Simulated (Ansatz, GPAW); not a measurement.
**Geometry or basis: what sets the conductance of 1,4-diethynylbenzene between two Ir chains**

How well does 1,4-diethynylbenzene between two Ir chains conduct once its atoms have relaxed, and how much do cheaper levels lose?

Calculated with GPAW 26.7.0 and Ansatz 0.2.0; Ansatz plane waves; relaxation of the junction with the lead ends held; PAW set soft_1, in the first sound run; inputs show where later runs differ.

**1. The structure**

The cell holds 30 atoms: 16 Ir, 10 C and 4 H. Cell: a = 10.810 Å, b = 9.000 Å, c = 46.781 Å, α = 90.0°, β = 90.0°, γ = 90.0°. Regions: left lead, 8 atoms (8 Ir); channel, 14 atoms (10 C and 4 H); right lead, 8 atoms (8 Ir). Vacuum lies along a and b. The structure is stacked along c, and the current runs across the ab planes.

**2. Relaxing the atoms**

Transmission follows bond lengths closely, so the atoms between the held lead ends are relaxed first, from a slightly shaken start that lets symmetry break.

input.yaml

```yaml
crystal:
  lattice:
    - [10.8102070773, 0.0, 0.0]
    - [0.0, 9.0, 0.0]
    - [0.0, 0.0, 46.7806335336]
  atoms:
    - { symbol: Ir, position: [0.5, 0.5, 0.0245828223] }
    - { symbol: Ir, position: [0.5, 0.5, 0.0737484668] }
    - { symbol: Ir, position: [0.5, 0.5, 0.1229141114] }
    - { symbol: Ir, position: [0.5, 0.5, 0.1720797559] }
    - { symbol: Ir, position: [0.5, 0.5, 0.2212454005] }
    - { symbol: Ir, position: [0.5, 0.5, 0.270411045] }
    - { symbol: Ir, position: [0.5043698732, 0.5024776113, 0.3189547086] }
    - { symbol: Ir, position: [0.4994116548, 0.4990442336, 0.3702573321] }
    - { symbol: C, position: [0.4973815421, 0.5045921659, 0.413925463] }
    - { symbol: C, position: [0.5028347227, 0.5000007646, 0.4397678363] }
    - { symbol: C, position: [0.5013619942, 0.500377364, 0.4705153937] }
    - { symbol: H, position: [0.7003263654, 0.5041216548, 0.4747608999] }
    - { symbol: H, position: [0.30039666, 0.4993886781, 0.4738652097] }
    - { symbol: C, position: [0.6072358856, 0.5010400642, 0.484721092] }
    - { symbol: C, position: [0.3858784628, 0.4947499075, 0.4849132525] }
    - { symbol: C, position: [0.6132507213, 0.4982513619, 0.5143592648] }
    - { symbol: C, position: [0.386601185, 0.4995075331, 0.514199576] }
    - { symbol: H, position: [0.6978737015, 0.4964271695, 0.5263173664] }
    - { symbol: H, position: [0.3054836715, 0.5005631378, 0.5276755984] }
    - { symbol: C, position: [0.4980754854, 0.4962246601, 0.5297201654] }
    - { symbol: C, position: [0.5002354974, 0.5012558787, 0.5607319441] }
    - { symbol: C, position: [0.4991225638, 0.5029585218, 0.5860962883] }
    - { symbol: Ir, position: [0.501942865, 0.5014954649, 0.6314190878] }
    - { symbol: Ir, position: [0.5006135923, 0.4975907904, 0.6807702664] }
    - { symbol: Ir, position: [0.5, 0.5, 0.729588955] }
    - { symbol: Ir, position: [0.5, 0.5, 0.7787545995] }
    - { symbol: Ir, position: [0.5, 0.5, 0.8279202441] }
    - { symbol: Ir, position: [0.5, 0.5, 0.8770858886] }
    - { symbol: Ir, position: [0.5, 0.5, 0.9262515332] }
    - { symbol: Ir, position: [0.5, 0.5, 0.9754171777] }
kpoints:
  mp_grid: { grid: [1, 1, 2] }
hamiltonian:
  xc: pbe
  pseudopotentials: { kind: paw, azcp: { folder: soft_1 } }
scf:
  occupations: { method: fermi_dirac, width: 0.1 }
relax:
  f_tol: 0.03
  max_steps: 80
  constraints: [{ sites: [0, 1, 2, 3, 4, 5, 24, 25, 26, 27, 28, 29] }]
```

On the command line:

```sh
ansatz run input.yaml --threads 4 --pin off --max-ram 8192MiB --backend cpu --events-out ev --progress --plain --runs-dir out
```

Numbers of over 12 decimals in the logs are rounded to 6 here.

What it wrote:

```text
Engine: ansatz 0.2.0, aarch64-unknown-linux-gnu
Pseudopotentials: kind: paw
Pseudopotential: Ir, paw, valence charge 17, recommended cutoff 420 eV (normal), soft_1/Ir.paw.azcp
Pseudopotential: C, paw, valence charge 4, recommended cutoff 420 eV (normal), soft_1/C.paw.azcp
Pseudopotential: H, paw, valence charge 1, recommended cutoff 420 eV (normal), soft_1/H.paw.azcp
Functional definition: PBE
  parameter kappa = 0.804
  parameter beta = 0.066725
  exchange = pbe_x(kappa = kappa, mu = beta*pi^2/3)
  correlation = pbe_c(beta = beta)
Crystal: 30 atoms, lattice volume = 4551.375 Å³
Basis set: ecut = 420 eV, 88859 PW (Γ), exchange–correlation on 150×128×640 points (8 copies of the dense FFT grid, shifted against one another)
Bands: 190, of which v1, the nominal top of the filled ones, is band 158 counted from 1 (157 counted from 0)
Symmetry: 1 space group operations
Space group: P1 (ITA 1), of the structure as read, at distance tolerance 1.7e-4 Å
k-points: 2
Non-local potential: Ir, projectors of the file, l = 0: 3, l = 1: 2, l = 2: 2, l = 3: 1
Non-local potential: C, projectors of the file, l = 0: 2, l = 1: 2, l = 2: 1
Non-local potential: H, projectors of the file, l = 0: 2, l = 1: 1
PAW form: soft (Blöchl's): semilocal exchange-correlation on the pseudo side does not see the compensation charge
PAW one-centre angular grid: Ir, 590 points (default); XC on 64 Gauss nodes
PAW one-centre angular grid: C, 110 points (default); XC on 64 Gauss nodes
PAW one-centre angular grid: H, 110 points (default); XC on 64 Gauss nodes
Initial density: superposition of atomic densities (neutral atoms: chi_scale 0, normalization atom)
Initial wavefunctions: pseudopotential atomic-orbital guess
Functional: x = pbe(κ = 0.804, μ = 0.219515), c = pbe(β = 0.066725)
SCF iter   1: F=—  HF=-193509.138916 eV  |F-HF|=—  |Δ(HF+E_count)|=         —  Δρ=2.91e-2  dr2=5.40e1  ethr=3.10e-3  ⟨swp⟩=6.5  Hψ=1466  notcnv=0  defer=2
preconditioner: auto → LDOS  [metal: Δε(μ)=0.036 eV  Ē_g=4.871 eV  σ=0.100 eV  W_gap=0.09  n_scr=408 (ndim 8)  ℏωp=7.3 eV  f_vac=0.773  D(μ)=54.58/eV (n_scr^D=244)  β→1.0]
SCF iter   2: F=—  HF=-193498.686419 eV  |F-HF|=—  |Δ(HF+E_count)|=    1.05e1  Δρ=1.72e-2  dr2=2.27e1  ethr=3.10e-3  ⟨swp⟩=5.5  Hψ=1179  notcnv=0  defer=5
SCF iter   3: F=—  HF=-193494.642706 eV  |F-HF|=—  |Δ(HF+E_count)|=    4.04e0  Δρ=3.54e-3  dr2=2.25e0  ethr=3.10e-3  ⟨swp⟩=3.0  Hψ=912  notcnv=0  defer=5
SCF iter   4: F=—  HF=-193494.376475 eV  |F-HF|=—  |Δ(HF+E_count)|=   2.66e-1  Δρ=1.51e-3  dr2=2.48e-1  ethr=7.11e-4  ⟨swp⟩=2.0  Hψ=672  notcnv=0  defer=5
SCF iter   5: F=—  HF=-193494.354724 eV  |F-HF|=—  |Δ(HF+E_count)|=   2.18e-2  Δρ=8.27e-4  dr2=9.19e-2  ethr=7.84e-5  ⟨swp⟩=2.5  Hψ=618  notcnv=0  defer=5
SCF iter   6: F=—  HF=-193494.349025 eV  |F-HF|=—  |Δ(HF+E_count)|=   5.70e-3  Δρ=3.82e-4  dr2=4.10e-2  ethr=2.91e-5  ⟨swp⟩=2.0  Hψ=603  notcnv=0  defer=5
SCF iter   7: F=—  HF=-193494.348733 eV  |F-HF|=—  |Δ(HF+E_count)|=   2.91e-4  Δρ=1.72e-4  dr2=2.12e-3  ethr=1.30e-5  ⟨swp⟩=1.5  Hψ=376  notcnv=0  defer=5
SCF iter   8: F=—  HF=-193494.348348 eV  |F-HF|=—  |Δ(HF+E_count)|=   3.85e-4  Δρ=7.77e-5  dr2=4.88e-4  ethr=6.72e-7  ⟨swp⟩=2.0  Hψ=557  notcnv=0  defer=5
SCF iter   9: F=—  HF=-193494.348372 eV  |F-HF|=—  |Δ(HF+E_count)|=   2.39e-5  Δρ=5.01e-5  dr2=2.16e-4  ethr=1.55e-7  ⟨swp⟩=1.5  Hψ=379  notcnv=0  defer=5
SCF iter  10: F=—  HF=-193494.348395 eV  |F-HF|=—  |Δ(HF+E_count)|=   2.30e-5  Δρ=2.53e-5  dr2=6.32e-5  ethr=6.83e-8  ⟨swp⟩=1.0  Hψ=375  notcnv=0  defer=5
SCF iter  11: F=-193494.348386 eV  HF=-193494.348396 eV  |F-HF|=1.09e-5  |Δ(HF+E_count)|=   1.11e-6  Δρ=1.23e-5  dr2=1.54e-5  ethr=7.12e-9  ⟨swp⟩=4.0  Hψ=1201  notcnv=0
SCF 1 converged in 11 iterations: F = -193494.348386 eV  dr2 = 1.54e-5
  greatest PAW one-centre occupation: 1.000 electrons in one spin orbital (limit 2), on the Ir atom at site 23 (counted from 0), in its partial waves of l = 0
relax step   1: F+E_penalty+E_count = -193494.34838557 eV  Δ(F+E_penalty+E_count) = +0.000e0 eV  max|allowed force component| = 7.237e0 eV/Å  Δτ_max = 0.0000 Å  (11 SCF iters, dr2 threshold 2.25e-5 eV, accepted)
Initial density: handed on by an earlier stage of this run
Initial wavefunctions: those handed on with the density
iter 1 solved again at ethr=1.06e-3 eV; its pass at ethr=3.10e-3 eV (dr2=3.35e0 eV) is discarded
SCF iter   1: F=—  HF=-193495.497843 eV  |F-HF|=—  |Δ(HF+E_count)|=         —  Δρ=5.67e-3  dr2=3.38e0  ethr=1.06e-3  ⟨swp⟩=1.0  Hψ=1401  notcnv=0  defer=6
preconditioner: auto → LDOS  [metal: Δε(μ)=0.039 eV  Ē_g=4.813 eV  σ=0.100 eV  W_gap=0.10  n_scr=408 (ndim 8)  ℏωp=7.5 eV  f_vac=0.791  D(μ)=57.38/eV (n_scr^D=254)  β→1.0]
SCF iter   2: F=—  HF=-193495.259341 eV  |F-HF|=—  |Δ(HF+E_count)|=   2.39e-1  Δρ=2.85e-3  dr2=4.63e-1  ethr=1.06e-3  ⟨swp⟩=2.5  Hψ=615  notcnv=0  defer=6
SCF iter   3: F=—  HF=-193495.195078 eV  |F-HF|=—  |Δ(HF+E_count)|=   6.43e-2  Δρ=1.28e-3  dr2=1.31e-1  ethr=1.47e-4  ⟨swp⟩=2.0  Hψ=757  notcnv=0  defer=7
SCF iter   4: F=—  HF=-193495.174078 eV  |F-HF|=—  |Δ(HF+E_count)|=   2.10e-2  Δρ=3.75e-4  dr2=1.20e-2  ethr=4.15e-5  ⟨swp⟩=2.0  Hψ=494  notcnv=0  defer=7
SCF iter   5: F=—  HF=-193495.172578 eV  |F-HF|=—  |Δ(HF+E_count)|=   1.50e-3  Δρ=1.48e-4  dr2=2.92e-3  ethr=3.80e-6  ⟨swp⟩=2.0  Hψ=525  notcnv=0  defer=7
SCF iter   6: F=—  HF=-193495.172620 eV  |F-HF|=—  |Δ(HF+E_count)|=   4.21e-5  Δρ=9.26e-5  dr2=9.53e-4  ethr=9.25e-7  ⟨swp⟩=1.5  Hψ=374  notcnv=0  defer=7
SCF iter   7: F=—  HF=-193495.172681 eV  |F-HF|=—  |Δ(HF+E_count)|=   6.06e-5  Δρ=8.05e-5  dr2=4.15e-4  ethr=3.01e-7  ⟨swp⟩=2.0  Hψ=481  notcnv=0  defer=7
SCF iter   8: F=-193495.172600 eV  HF=-193495.172666 eV  |F-HF|=6.64e-5  |Δ(HF+E_count)|=   1.48e-5  Δρ=2.60e-5  dr2=8.10e-5  ethr=3.16e-8  ⟨swp⟩=3.0  Hψ=1319  notcnv=0
SCF 2 converged in 8 iterations: F = -193495.172600 eV  dr2 = 8.10e-5
relax step   2: F+E_penalty+E_count = -193495.17259982 eV  Δ(F+E_penalty+E_count) = -8.242e-1 eV  max|allowed force component| = 1.850e0 eV/Å  Δτ_max = 0.1216 Å  (8 SCF iters, dr2 threshold 1.00e-4 eV, accepted)
iter 1 solved again at ethr=1.86e-4 eV; its pass at ethr=3.10e-3 eV (dr2=5.87e-1 eV) is discarded
SCF iter   1: F=—  HF=-193495.581695 eV  |F-HF|=—  |Δ(HF+E_count)|=         —  Δρ=4.43e-3  dr2=7.91e-1  ethr=1.86e-4  ⟨swp⟩=2.0  Hψ=1311  notcnv=0  defer=6
eigensolver tolerance schedule calibrated: the retry pair's looser diagonalisation under-reported the residual by θ = 0.26 (0.21/decade); ethr = c·dr2/N_el runs at the constant in force after the calibration composes with the one it found (an armed cap, an earlier calibration), c = 2.2e-2
[...]
relax step   5: F+E_penalty+E_count = -193495.83163200 eV  Δ(F+E_penalty+E_count) = -1.010e-1 eV  max|allowed force component| = 1.064e0 eV/Å  Δτ_max = 0.1959 Å  (8 SCF iters, dr2 threshold 7.65e-5 eV, accepted)
[...]
relax step   6: F+E_penalty+E_count = -193495.94101657 eV  Δ(F+E_penalty+E_count) = -1.094e-1 eV  max|allowed force component| = 2.349e-1 eV/Å  Δτ_max = 0.2000 Å  (7 SCF iters, dr2 threshold 1.00e-4 eV, accepted)
[...]
relax step   7: F+E_penalty+E_count = -193495.95741269 eV  Δ(F+E_penalty+E_count) = -1.640e-2 eV  max|allowed force component| = 9.652e-2 eV/Å  Δτ_max = 0.1999 Å  (8 SCF iters, dr2 threshold 3.45e-6 eV, accepted)
[...]
relax step   8: F+E_penalty+E_count = -193495.95935111 eV  Δ(F+E_penalty+E_count) = -1.938e-3 eV  max|allowed force component| = 6.992e-2 eV/Å  Δτ_max = 0.1229 Å  (10 SCF iters, accepted)
SCF iter   1: F=—  HF=-193495.961043 eV  |F-HF|=—  |Δ(HF+E_count)|=         —  Δρ=3.59e-4  dr2=4.71e-3  ethr=7.98e-6  ⟨swp⟩=3.0  Hψ=705  notcnv=0  defer=6
preconditioner: auto → LDOS  [metal: Δε(μ)=0.071 eV  Ē_g=4.791 eV  σ=0.100 eV  W_gap=0.17  n_scr=408 (ndim 8)  ℏωp=7.5 eV  f_vac=0.790  D(μ)=54.67/eV (n_scr^D=244)  β→1.0]
SCF iter   2: F=—  HF=-193495.960703 eV  |F-HF|=—  |Δ(HF+E_count)|=   3.40e-4  Δρ=1.39e-4  dr2=1.02e-3  ethr=1.49e-6  ⟨swp⟩=2.0  Hψ=624  notcnv=0  defer=6
SCF iter   3: F=—  HF=-193495.960518 eV  |F-HF|=—  |Δ(HF+E_count)|=   1.85e-4  Δρ=5.68e-5  dr2=1.93e-4  ethr=3.22e-7  ⟨swp⟩=3.0  Hψ=648  notcnv=0  defer=6
SCF iter   4: F=—  HF=-193495.960522 eV  |F-HF|=—  |Δ(HF+E_count)|=   3.81e-6  Δρ=1.15e-5  dr2=1.20e-5  ethr=6.11e-8  ⟨swp⟩=2.0  Hψ=542  notcnv=0  defer=6
SCF iter   5: F=—  HF=-193495.960414 eV  |F-HF|=—  |Δ(HF+E_count)|=   1.08e-4  Δρ=5.46e-6  dr2=2.52e-6  ethr=3.80e-9  ⟨swp⟩=2.0  Hψ=565  notcnv=0  defer=6
SCF iter   6: F=—  HF=-193495.960415 eV  |F-HF|=—  |Δ(HF+E_count)|=   7.42e-7  Δρ=3.02e-6  dr2=8.17e-7  ethr=7.99e-10  ⟨swp⟩=1.5  Hψ=375  notcnv=0  defer=6
SCF iter   7: F=—  HF=-193495.960415 eV  |F-HF|=—  |Δ(HF+E_count)|=   1.20e-7  Δρ=1.14e-6  dr2=1.09e-7  ethr=2.58e-10  ⟨swp⟩=2.0  Hψ=376  notcnv=0  defer=6
SCF iter   8: F=-193495.960415 eV  HF=-193495.960415 eV  |F-HF|=2.36e-9  |Δ(HF+E_count)|=   3.62e-8  Δρ=5.07e-7  dr2=1.78e-8  ethr=3.16e-11  ⟨swp⟩=4.0  Hψ=1152  notcnv=0
SCF 9 converged in 8 iterations: F = -193495.960415 eV  dr2 = 1.78e-8
relax step   9: F+E_penalty+E_count = -193495.96041487 eV  Δ(F+E_penalty+E_count) = -1.064e-3 eV  max|allowed force component| = 1.217e-2 eV/Å  Δτ_max = 0.0140 Å  (8 SCF iters, accepted)
NSCF: frozen V_eff on 2 k-points
the band table was solved once a step of the walk had ended and its energy, with any forces and stress, was formed, with the checks that follow a solve (1512 applications of the Hamiltonian). They found nothing against the state; the energy, forces and stress were not computed again (output.eigenvalues in the input reference)
SCF converged after 8 iterations
Free energy (F): -193495.960415 eV
Harris-Foulkes:  -193495.960415 eV  (|F-HF|=2.36e-9)
Internal energy: -193494.235904 eV  (E = F + TS)
E sigma→0 (E₀):  -193495.098159 eV
Entropy (-TS):   -1.724511 eV (-57.484 meV/atom)
Fermi energy:    -3.900820 eV
--- Per-component energies (eV) ---
  E_band       = -9391.112638
  E_kinetic    = 9501.033056
  E_local      = -100441.645754  (includes V_loc(G=0)·N_el)
  E_nonlocal   = 3320.484723
  E_hartree    = 43719.036244
  E_xc         = -4106.386252
  E_vxc        = -4614.409479  (∫ρ·V_xc dr)
  E_paw        = -149259.249314  (= ΣΔE_a)
  E_vpaw       = -4594.648624  (= ΣTr[D̂ρ^β])
  E_aug_tail   = 0.001643  (compensation charges beyond the density's cutoff)
  E_ewald      = 3772.489751
  E_smearing   = -1.724511  (= −TS)
  E_closure    = 0.000000  (closes the sum)
  Σ components = -193495.960415   (vs F -193495.960415, Δ=0.00e0)
--- Forces (eV/Å), atoms counted from 1 ---
  atom   1  Ir     0.08546302     0.00375117     0.00383465
  atom   2  Ir    -0.01717817    -0.00073921    -0.02316304
  atom   3  Ir     0.03328211     0.00133805    -0.07294983
  atom   4  Ir    -0.03215987    -0.00126147     0.18587517
  atom   5  Ir     0.28648276     0.01331070     0.26509413
  atom   6  Ir    -0.34301522    -0.01490926     1.42955092
  atom   7  Ir     0.00362127     0.00001139     0.00069340
  atom   8  Ir    -0.00150111     0.00022131    -0.00163282
  atom   9  C      0.00091005     0.00014074    -0.00087128
  atom  10  C     -0.00487736    -0.00224569     0.00643342
  atom  11  C      0.00251151    -0.00340013     0.00330998
  atom  12  H      0.00059520    -0.00017457    -0.00316138
  atom  13  H     -0.00416431    -0.00085982     0.00028700
  atom  14  C     -0.00126197     0.00378082     0.00763227
  atom  15  C     -0.00225075     0.00309144     0.00462724
  atom  16  C      0.00668348    -0.00431455     0.00062837
  atom  17  C     -0.00413337    -0.00469039    -0.00500109
  atom  18  H      0.00533358     0.00117669     0.00175313
  atom  19  H     -0.00299041     0.00029998     0.00255166
  atom  20  C      0.00015773     0.00466584    -0.01216950
  atom  21  C      0.00160965     0.00200921    -0.00220188
  atom  22  C      0.00010297    -0.00014888    -0.00418412
  atom  23  Ir     0.00156352    -0.00017978     0.00200204
  atom  24  Ir    -0.00302132    -0.00013194    -0.00103004
  atom  25  Ir     0.34359686     0.01407812    -1.42913873
  atom  26  Ir    -0.28600893    -0.01184781    -0.26547618
  atom  27  Ir     0.03231123     0.00157432    -0.18544682
  atom  28  Ir    -0.03334846    -0.00161789     0.07289371
  atom  29  Ir     0.01722052     0.00085738     0.02302927
  atom  30  Ir    -0.08553527    -0.00379299    -0.00377304
  max |Σ_I F_I| component: 7.23e-6 eV/Å
--- Band table (eV) ---
  k-point 0: bands = [... 154 lower, -4.0001, -3.9608, -3.9529, -3.9482, -3.9439, -3.8648, -3.8636, -3.8298, ... 28 higher]
  k-point 1: bands = [... 154 lower, -4.0003, -3.9655, -3.9597, -3.9481, -3.8733, -3.8636, -3.8237, -3.8130, ... 28 higher]
--- Relaxed structure (9 steps of the walk, 9 accepted, 0 SCFs on fresh bases) ---
  F+E_penalty+E_count = -193495.96041487 eV   max|allowed force component| = 1.217e-2 eV/Å
  atoms:
    - { symbol: Ir, position: [0.5, 0.5, 0.024583] }
    - { symbol: Ir, position: [0.5, 0.5, 0.073748] }
    - { symbol: Ir, position: [0.5, 0.5, 0.122914] }
    - { symbol: Ir, position: [0.5, 0.5, 0.1720797559] }
    - { symbol: Ir, position: [0.5, 0.5, 0.221245] }
    - { symbol: Ir, position: [0.5, 0.5, 0.270411] }
    - { symbol: Ir, position: [0.559008, 0.503309, 0.320725] }
    - { symbol: Ir, position: [0.477688, 0.499121, 0.367129] }
    - { symbol: C, position: [0.507194, 0.500728, 0.409663] }
    - { symbol: C, position: [0.506846, 0.500760, 0.436899] }
    - { symbol: C, position: [0.503730, 0.500540, 0.467982] }
    - { symbol: H, position: [0.702626, 0.508639, 0.475342] }
    - { symbol: H, position: [0.303593, 0.492334, 0.473032] }
    - { symbol: C, position: [0.612255, 0.504876, 0.485658] }
    - { symbol: C, position: [0.391574, 0.495855, 0.484402] }
    - { symbol: C, position: [0.608957, 0.504627, 0.515588] }
    - { symbol: C, position: [0.388303, 0.495606, 0.514333] }
    - { symbol: H, position: [0.696945, 0.508140, 0.526953] }
    - { symbol: H, position: [0.297947, 0.491839, 0.524655] }
    - { symbol: C, position: [0.496813, 0.499915, 0.532016] }
    - { symbol: C, position: [0.493690, 0.499661, 0.563097] }
    - { symbol: C, position: [0.493233, 0.499636, 0.590335] }
    - { symbol: Ir, position: [0.522605, 0.501038, 0.632873] }
    - { symbol: Ir, position: [0.441138, 0.497126, 0.679265] }
    - { symbol: Ir, position: [0.5, 0.5, 0.729588955] }
    - { symbol: Ir, position: [0.5, 0.5, 0.778755] }
    - { symbol: Ir, position: [0.5, 0.5, 0.827920] }
    - { symbol: Ir, position: [0.5, 0.5, 0.877086] }
    - { symbol: Ir, position: [0.5, 0.5, 0.926252] }
    - { symbol: Ir, position: [0.5, 0.5, 0.9754171777] }
```

Run time: 6.1 min. Hardware: 4 threads of Arm Neoverse V1, shared host; peak memory 7 GiB; 24 min of CPU time.

Relaxation path:

```csv
step,energy less that of the first step (eV),largest force component (eV/Å)
1,0.0000,7.2374
2,-0.8242,1.8500
3,-1.1278,0.3759
4,-1.3823,1.1061
5,-1.4832,1.0639
6,-1.5926,0.2349
7,-1.6090,0.0965
8,-1.6110,0.0699
9,-1.6120,0.0122
```

The atoms that moved most (Å):

```csv
atom,dx,dy,dz,length
Ir24,-0.643,-0.004,-0.070,0.647
Ir7,0.591,0.007,0.083,0.596
Ir8,-0.235,0.001,-0.146,0.277
Ir23,0.223,-0.004,0.068,0.234
C9,0.106,-0.035,-0.199,0.229
C22,-0.064,-0.030,0.198,0.210
H19,-0.081,-0.079,-0.141,0.181
C10,0.043,0.007,-0.134,0.141
```

Numbers from this step:

```
free energy         : -193495.9604 eV
smearing term TS    : 1.725 eV
symmetry operations : 1
```

The relaxation lowered the energy of the cell by 1.61 eV.

(Part 1 of 4 ends here.)

[Logs are printed without paths, hosts, clocks, repeated set-up lines and the standing remarks that a program may print on its own settings, such as how far it seeks lower states.]

[Hosts, paths, dates, database ids (printed as entryN), source tags and the programs' standing remarks are cut or masked in the printed files.]
